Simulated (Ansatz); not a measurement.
**Te2Pt (Moncheite) under changes of volume**

One of the cells (24.143 Å³/atom); the others are scaled copies at fixed shape and fractional positions:

```xyz
3
Lattice="4.0100 0.0000 0.0000 -2.0050 3.4728 0.0000 0.0000 0.0000 5.2010" Properties=species:S:1:pos:R:3 pbc="T T T"
Pt    0.0000    0.0000    0.0000
Te    2.0050    1.1576    3.9007
Te    0.0000    2.3152    1.3002
```

- Program: Ansatz 0.2.0
- Functional: LDA
- Potentials or basis: Ansatz PAW
- Cutoff: 420 eV (not typed: the program's choice for these potentials)
- k mesh: 8 × 8 × 5
- Occupations: fermi-dirac, width 0.05 eV
- Spin: no spin polarisation

| volume (Å³/atom) | energy over the lowest point (meV/atom) | pressure (GPa) | largest force (eV/Å) |
| --- | --- | --- | --- |
| 22.694 | 57.27 | 10.7 | 1.409 |
| 23.177 | 30.07 | 7.4 | 1.112 |
| 23.660 | 12.11 | 4.5 | 0.840 |
| 24.143 | 2.39 | 1.9 | 0.591 |
| 24.626 | 0.00 | -0.4 | 0.364 |
| 25.108 | ? | ? | ? |
| 25.591 | 14.09 | -4.2 | 0.036 |

Problem. What does the run at 25.108 Å³/atom give?

Solution. Energy over the lowest point 4.14 meV/atom; pressure -2.4 GPa; largest force 0.155 eV/Å.

Worked out: A Birch-Murnaghan fit of order 3 (a polynomial in V^(-2/3)) to the other rows has its minimum at 24.55 Å³/atom with B0 = V·E''(V) = 112 GPa and B' = 4.9 at fixed shape and positions, which overstates the stiffness. It gives 4.13 meV/atom at 25.108 Å³/atom, against the run's 4.14, and -dE/dV = -2.4 GPa, against -2.4.

Energies are extrapolated to zero smearing.

Caveats: the PAW data sets come from PBE, with cores solved anew for the run's functional, which leaves a small shift of forces and pressure; forces of over 1 eV/Å show positions far from the minimum, so gaps and moduli don't describe the material at rest (some runs).
